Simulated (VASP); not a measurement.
# Ga (I4/mmm) in VASP: notebook

Runs on Ga. Level: PBE. Tasks: single point.

Program: VASP 6.6.1. These are calculated values, not measurements. Logs are shortened: lines on timing, memory, paths and dates and some standing lists are left out, and cuts for length are marked.

## (1) The crystal as given

The structure is tetragonal, space group I4/mmm (No. 139). The conventional cell has a = 2.769 Å, b = 2.769 Å, c = 4.622 Å, α = 90.00°, β = 90.00°, γ = 90.00°. Ga (site symmetry 4/mmm) is surrounded by 12 Ga at 2.77 to 3.03 Å.

This isn't the form of Ga at room conditions, which is orthorhombic.

## (2) Single point, PBE

INCAR reads:

```
ADDGRID = False
ALGO = Normal
EDIFF = 1E-5
ENCUT = 550
GGA = PE
ISIF = 2
ISMEAR = 1
LASPH = True
LCHARG = False
LREAL = False
LWAVE = False
NELM = 100
PREC = Accurate
SIGMA = 0.15
```

KPOINTS reads:

```
k-points
0
Gamma
  14 14 14
```

POSCAR reads:

```
Ga
1.0
   -1.3843987196      1.3843987196      2.3112238365
    1.3843987196     -1.3843987196      2.3112238365
    1.3843987196      1.3843987196     -2.3112238365
Ga
1
Direct
    0.0000000000      0.0000000000      0.0000000000
```

Potentials or basis: VASP PAW PBE potentials, release 64 (Ga_d).

On the command line:

```sh
> cat potpaw_PBE.64/Ga_d/POTCAR > POTCAR
> mpirun -np 1 vasp_std > vasp.out
```

OUTCAR:

```text
EDIFF = 1E-5
   ENCUT = 550
   GGA = PE
   ISIF = 2
   ISMEAR = 1
   LASPH = True
   LREAL = False
   NELM = 100
   PREC = Accurate

 Found    244 irreducible k-points:

 Following reciprocal coordinates:
            Coordinates               Weight
  0.000000  0.000000  0.000000      1.000000
  0.071429  0.000000 -0.000000      8.000000
  0.142857 -0.000000  0.000000      8.000000
  0.214286  0.000000 -0.000000      8.000000
  0.285714  0.000000  0.000000      8.000000
  0.357143  0.000000 -0.000000      8.000000
   k-points           NKPTS =    244   k-points in BZ     NKDIM =    244   number of bands    NBANDS=     10
   number of dos      NEDOS =    301   number of ions     NIONS =      1
   total plane-waves  NPLWV =  13824
   dimension x,y,z NGX =    24 NGY =   24 NGZ =   24
   dimension x,y,z NGXF=    48 NGYF=   48 NGZF=   48
   ions per type =               1
   NGX,Y,Z   is equivalent  to a cutoff of  13.17, 13.17, 13.17 a.u.
   NGXF,Y,Z  is equivalent  to a cutoff of  26.34, 26.34, 26.34 a.u.
 SYSTEM =  unknown system
   PREC   = accura    normal or accurate (medium, high low for compatibility)
   ISTART =      0    job   : 0-new  1-cont  2-samecut
   ICHARG =      2    charge: 1-file 2-atom 10-const
   ISPIN  =      1    spin polarized calculation?
   LNONCOLLINEAR =      F non collinear calculations
   LSORBIT =      F    spin-orbit coupling
   LASPH  =      T    aspherical Exc in radial PAW
   ENCUT  =  550.0 eV  40.42 Ry    6.36 a.u.   5.79  5.79  5.79*2*pi/ulx,y,z
   NELM   =    100;   NELMIN=  2; NELMDL= -5     # of ELM steps
   EDIFF  = 0.1E-04   stopping-criterion for ELM
   LREAL  =      F    real-space projection
   EDIFFG = 0.1E-03   stopping-criterion for IOM
   NSW    =      0    number of steps for IOM
   IBRION =     -1    ionic relax: 0-MD 1-quasi-New 2-CG
   NFREE  =      0    steps in history (QN), initial steepest desc. (CG)
   ISIF   =      2    stress and relaxation
   ISYM   =      2    0-nonsym 1-usesym 2-fastsym
   POTIM  = 0.5000    time-step for ionic-motion
   TEBEG  =    0.0;   TEEND  =   0.0 temperature during run
   PSTRESS=    0.0 pullay stress
   NELECT =      13.0000    total number of electrons
   NUPDOWN=      -1.0000    fix difference up-down
   EMIN   =  10.00;   EMAX   =-10.00  energy-range for DOS
   EFERMI =   0.00;   METHOD = LEGACY
   ISMEAR =     1;   SIGMA  =   0.15  broadening in eV -4-tet -1-fermi 0-gaus
   EFERMI_NEDOS =   21; number of points for ismear=-14 and -15
   IALGO  =     38    algorithm
   IMIX   =      4    mixing-type and parameters
     AMIX     =   0.40;   BMIX     =  1.00
     AMIX_MAG =   1.60;   BMIX_MAG =  1.00
  volume/ion in A,a.u.               =      17.72       119.57
  Fermi-wavevector in a.u.,A,eV,Ry     =   1.476549  2.790273 29.663375  2.180197
  Thomas-Fermi vector in A             =   2.591062
   LORBIT       =      0    0 simple, 1 ext, 2 COOP (PROOUT), +10 PAW based schemes
   GGA     = PE    functional components
   LHFCALC =     F    Hartree Fock is set to
   AEXX    =    0.0000 exact exchange contribution
   IVDW    =     0    specifies the selected vdW correction
   LEPSILON=     F    determine dielectric tensor
   LRPA    =     F    only Hartree local field effects (RPA)
 non-spin polarized calculation
 Methfessel and Paxton  Order N= 1 SIGMA  =   0.15
  energy-cutoff  :      550.00
  volume of cell :       17.72
 maximum number of plane-waves:       532
   NGX = 11   NGY = 11   NGZ = 11

 number of electron      12.9999997 magnetization

 Free energy of the ion-electron system (eV)
  ---------------------------------------------------
  ext. energy  EPLUGINS =         0.00000000
  ---------------------------------------------------
  free energy    TOTEN  =        -2.87066503 eV

  energy without entropy =       -2.87055849  energy(sigma->0) =       -2.87062952

 E-fermi :   6.1498     XC(G=0): -11.3339

 val. band max:        6.1461853324   @ k =  -0.4286   0.5000   0.0714
 cond. band min:       6.1684372396   @ k =  -0.3571   0.4286   0.2143
 fundamental gap:      0.0222519072
 Fermi energy:         6.1497655718

 k-point     1 :       0.0000    0.0000    0.0000
  band No.  band energies     occupation
      1      -8.9549      2.00000
      2      -8.7951      2.00000
      3      -8.7595      2.00000
      4      -8.7595      2.00000
      5      -8.5971      2.00000
      6      -5.3853      2.00000
      7      18.8475      0.00000
      8      19.1542      0.00000
      9      19.1542      0.00000
     10      22.5243      0.00000

 k-point     2 :       0.0714    0.0000   -0.0000
  band No.  band energies     occupation
      1      -8.9457      2.00000
      2      -8.7925      2.00000
      3      -8.7624      2.00000
      4      -8.7539      2.00000
      5      -8.6019      2.00000
      6      -5.2466      2.00000
      7      17.4448      0.00000
      8      18.3969      0.00000
      9      19.0327      0.00000
     10      21.5754      0.00000

 k-point     3 :       0.1429   -0.0000    0.0000
  band No.  band energies     occupation
      1      -8.9255      2.00000
      2      -8.7966      2.00000
      3      -8.7552      2.00000
      4      -8.7394      2.00000
      5      -8.6142      2.00000
      6      -4.8275      2.00000
      7      14.5159      0.00000
      8      17.3404      0.00000
      9      18.7840      0.00000
     10      20.7012      0.00000

 k-point     4 :       0.2143    0.0000   -0.0000
  band No.  band energies     occupation
      1      -8.9098      2.00000
      2      -8.8219      2.00000
      3      -8.7237      2.00000
      4      -8.7160      2.00000
      5      -8.6266      2.00000
      6      -4.1222      2.00000
      7      11.5234      0.00000
      8      16.2595      0.00000
      9      18.5769      0.00000
     10      19.7969      0.00000

 k-point     5 :       0.2857    0.0000    0.0000
  band No.  band energies     occupation
      1      -8.9050      2.00000
      2      -8.8559      2.00000
      3      -8.7200      2.00000
      4      -8.6577      2.00000
      5      -8.6265      2.00000
      6      -3.1278      2.00000
      7       8.6925     -0.00000
      8      15.3359      0.00000
      9      18.4917      0.00000
     10      19.0322      0.00000

 k-point     6 :       0.3571    0.0000   -0.0000
  band No.  band energies     occupation
      1      -8.9087      2.00000
      2      -8.8867      2.00000
      3      -8.7301      2.00000
      4      -8.6128      2.00000
      5      -8.5989      2.00000
      6      -1.8472      2.00000
      7       6.0828      1.67859
      8      14.6413      0.00000
      9      18.4770      0.00000
     10      18.5316      0.00000

 [... further k-points ...]

------------------------ aborting loop because EDIFF is reached ----------------------------------------

  FORCE on cell =-STRESS in cart. coord.  units (eV):
  Direction    XX          YY          ZZ          XY          YZ          ZX
  --------------------------------------------------------------------------------------
  -------------------------------------------------------------------------------------
  Total        0.4098078      0.4098078      0.3605883      0.0000000      0.0000000      0.0000000
  in kB       37.0566716     37.0566716     32.6060221      0.0000000      0.0000000      0.0000000
  external PRESSURE =      35.5731217 kB  Pullay stress =       0.0000000 kB

 VOLUME and BASIS-vectors are now :
 -----------------------------------------------------------------------------
  energy-cutoff  :      550.00
  volume of cell :       17.72
      direct lattice vectors                 reciprocal lattice vectors
    -1.384398720  1.384398720  2.311223836     0.000000000  0.361167627  0.216335602
     1.384398720 -1.384398720  2.311223836     0.361167627  0.000000000  0.216335602
     1.384398720  1.384398720 -2.311223836     0.361167627  0.361167627  0.000000000

 POSITION                                       TOTAL-FORCE (eV/Angst)
 -----------------------------------------------------------------------------------
      0.00000      0.00000      0.00000         0.000000     -0.000000      0.000000
 -----------------------------------------------------------------------------------
    total drift:                               -0.000000      0.000000      0.000000

  FREE ENERGIE OF THE ION-ELECTRON SYSTEM (eV)
  ---------------------------------------------------
  free  energy   TOTEN  =        -2.8706650331 eV

  energy  without entropy=       -2.8705584856  energy(sigma->0) =       -2.87062952
```

Run time: 9.1 s. Hardware: 1 thread of Intel Xeon 6975P-C (Granite Rapids), shared host; peak memory 0.17 GiB.

The run converged, but some of its settings lie outside the range that counts as converged, so its numbers aren't taken as properties of the crystal.

Results:

```yaml
Free_energy: -2.8707 eV
Pressure: 3.6 GPa
Band_gap_on_the_k_mesh: none (metal or under the smearing width)
```

## (3) Single point, PBE

Changes to INCAR since step 2:

```diff
@@ -2,4 +2,4 @@
 ALGO = Normal
-EDIFF = 1E-5
-ENCUT = 550
+EDIFF = 1E-7
+ENCUT = 900
 GGA = PE
```

KPOINTS reads:

```
k-points
0
Gamma
  12 12 12
```

POSCAR is that of step 2.

Potentials or basis: VASP PAW PBE potentials, release 64 (Ga_d).

On the command line:

```sh
> cat potpaw_PBE.64/Ga_d/POTCAR > POTCAR
> mpirun -np 1 vasp_std > vasp.out
```

OUTCAR:

```text
EDIFF = 1E-7
   ENCUT = 900
   GGA = PE
   ISIF = 2
   ISMEAR = 1
   LASPH = True
   LREAL = False
   NELM = 100
   PREC = Accurate

 Found    163 irreducible k-points:

 Following reciprocal coordinates:
            Coordinates               Weight
  0.000000  0.000000  0.000000      1.000000
  0.083333  0.000000 -0.000000      8.000000
  0.166667  0.000000  0.000000      8.000000
  0.250000  0.000000 -0.000000      8.000000
  0.333333  0.000000  0.000000      8.000000
  0.416667  0.000000 -0.000000      8.000000
[... 155 lines left out ...]
------------------------ aborting loop because EDIFF is reached ----------------------------------------

  FORCE on cell =-STRESS in cart. coord.  units (eV):
  Direction    XX          YY          ZZ          XY          YZ          ZX
  --------------------------------------------------------------------------------------
  -------------------------------------------------------------------------------------
  Total        0.3719985      0.3719985      0.5700826      0.0000000      0.0000000      0.0000000
  in kB       33.6377825     33.6377825     51.5494422      0.0000000      0.0000000      0.0000000
  external PRESSURE =      39.6083357 kB  Pullay stress =       0.0000000 kB

 VOLUME and BASIS-vectors are now :
 -----------------------------------------------------------------------------
  energy-cutoff  :      900.00
  volume of cell :       17.72
      direct lattice vectors                 reciprocal lattice vectors
    -1.384398720  1.384398720  2.311223836     0.000000000  0.361167627  0.216335602
     1.384398720 -1.384398720  2.311223836     0.361167627  0.000000000  0.216335602
     1.384398720  1.384398720 -2.311223836     0.361167627  0.361167627  0.000000000

 POSITION                                       TOTAL-FORCE (eV/Angst)
 -----------------------------------------------------------------------------------
      0.00000      0.00000      0.00000         0.000000      0.000000     -0.000000
 -----------------------------------------------------------------------------------
    total drift:                               -0.000000     -0.000000      0.000000

  FREE ENERGIE OF THE ION-ELECTRON SYSTEM (eV)
  ---------------------------------------------------
  free  energy   TOTEN  =        -2.8709259762 eV

  energy  without entropy=       -2.8704883574  energy(sigma->0) =       -2.87078010
```

Run time: 23 s. Hardware: 1 thread of Intel Xeon 6975P-C (Granite Rapids), shared host; peak memory 0.21 GiB.

These settings aren't checked as converged: the numbers below hold their error.

What came out:

* Free energy: -2.8709 eV
* Pressure: 4.0 GPa
* Band gap on the k mesh: none (metal or under the smearing width)

## (4) Single point, PBE

Changes to INCAR since step 3:

```diff
@@ -3,3 +3,3 @@
 EDIFF = 1E-7
-ENCUT = 900
+ENCUT = 450
 GGA = PE
```

KPOINTS reads:

```
k-points
0
Gamma
  17 17 17
```

POSCAR is that of step 3.

Potentials or basis: VASP PAW PBE potentials, release 64 (Ga_d).

On the command line:

```sh
> cat potpaw_PBE.64/Ga_d/POTCAR > POTCAR
> mpirun -np 1 vasp_std > vasp.out
```

OUTCAR:

```text
EDIFF = 1E-7
   ENCUT = 450
   GGA = PE
   ISIF = 2
   ISMEAR = 1
   LASPH = True
   LREAL = False
   NELM = 100
   PREC = Accurate

 Found    405 irreducible k-points:

 Following reciprocal coordinates:
            Coordinates               Weight
  0.000000  0.000000  0.000000      1.000000
  0.058824  0.000000 -0.000000      8.000000
  0.117647  0.000000  0.000000      8.000000
  0.176471  0.000000  0.000000      8.000000
  0.235294  0.000000  0.000000      8.000000
  0.294118  0.000000 -0.000000      8.000000
   k-points           NKPTS =    405   k-points in BZ     NKDIM =    405   number of bands    NBANDS=     10
   number of dos      NEDOS =    301   number of ions     NIONS =      1
   total plane-waves  NPLWV =  13824
   dimension x,y,z NGX =    24 NGY =   24 NGZ =   24
   dimension x,y,z NGXF=    48 NGYF=   48 NGZF=   48
   ions per type =               1
   NGX,Y,Z   is equivalent  to a cutoff of  13.17, 13.17, 13.17 a.u.
   NGXF,Y,Z  is equivalent  to a cutoff of  26.34, 26.34, 26.34 a.u.
 SYSTEM =  unknown system
   PREC   = accura    normal or accurate (medium, high low for compatibility)
   ISTART =      0    job   : 0-new  1-cont  2-samecut
   ICHARG =      2    charge: 1-file 2-atom 10-const
   ISPIN  =      1    spin polarized calculation?
   LNONCOLLINEAR =      F non collinear calculations
   LSORBIT =      F    spin-orbit coupling
[... 65 lines left out ...]
      4      -8.7564      2.00000
      5      -8.5922      2.00000
      6      -5.3842      2.00000
      7      18.8474      0.00000
      8      19.1565      0.00000
      9      19.1565      0.00000
     10      22.5306      0.00000
[... 53 lines left out ...]
 k-point     6 :       0.2941    0.0000   -0.0000
  band No.  band energies     occupation
      1      -8.9006      2.00000
      2      -8.8568      2.00000
      3      -8.7168      2.00000
      4      -8.6469      2.00000
      5      -8.6210      2.00000
      6      -2.9907      2.00000
      7       8.3746     -0.00000
      8      15.2424      0.00000
      9      18.4923      0.00000
     10      18.9567      0.00000

 [... further k-points ...]

------------------------ aborting loop because EDIFF is reached ----------------------------------------

  FORCE on cell =-STRESS in cart. coord.  units (eV):
  Direction    XX          YY          ZZ          XY          YZ          ZX
  --------------------------------------------------------------------------------------
  -------------------------------------------------------------------------------------
  Total        0.4829758      0.4829758      0.3207256      0.0000000     -0.0000000      0.0000000
  in kB       43.6728553     43.6728553     29.0014548      0.0000000     -0.0000000      0.0000000
  external PRESSURE =      38.7823885 kB  Pullay stress =       0.0000000 kB

 VOLUME and BASIS-vectors are now :
 -----------------------------------------------------------------------------
  energy-cutoff  :      450.00
  volume of cell :       17.72
      direct lattice vectors                 reciprocal lattice vectors
    -1.384398720  1.384398720  2.311223836     0.000000000  0.361167627  0.216335602
     1.384398720 -1.384398720  2.311223836     0.361167627  0.000000000  0.216335602
     1.384398720  1.384398720 -2.311223836     0.361167627  0.361167627  0.000000000

 POSITION                                       TOTAL-FORCE (eV/Angst)
 -----------------------------------------------------------------------------------
      0.00000      0.00000      0.00000        -0.000000     -0.000000     -0.000000
 -----------------------------------------------------------------------------------
    total drift:                                0.000000      0.000000     -0.000000

  FREE ENERGIE OF THE ION-ELECTRON SYSTEM (eV)
  ---------------------------------------------------
  free  energy   TOTEN  =        -2.8728134225 eV

  energy  without entropy=       -2.8730696267  energy(sigma->0) =       -2.87289882
```

Run time: 17 s. Hardware: 1 thread of Intel Xeon 6975P-C (Granite Rapids), shared host; peak memory 0.19 GiB.

The run converged, but some of its settings lie outside the range that counts as converged, so its numbers aren't taken as properties of the crystal.

Results:

| Quantity | Value |
| --- | --- |
| Free energy | -2.8728 eV |
| Pressure | 3.9 GPa |
| Band gap on the k mesh | none (metal or under the smearing width) |

## (5) Single point, PBE

Changes to INCAR since step 4:

```diff
@@ -3,3 +3,3 @@
 EDIFF = 1E-7
-ENCUT = 450
+ENCUT = 700
 GGA = PE
```

KPOINTS reads:

```
k-points
0
Gamma
  14 14 14
```

POSCAR is that of step 4.

On the command line:

```sh
> cat potpaw_PBE.64/Ga_d/POTCAR > POTCAR
> mpirun -np 1 vasp_std > vasp.out
```

Run time: 24 s. Hardware: 1 thread of Intel Xeon 6975P-C (Granite Rapids), shared host; peak memory 0.21 GiB.

The run converged, but some of its settings lie outside the range that counts as converged, so its numbers aren't taken as properties of the crystal.

Results:

```
Free energy            : -2.8706 eV
Pressure               : 3.8 GPa
Band gap on the k mesh : none (metal or under the smearing width)
```
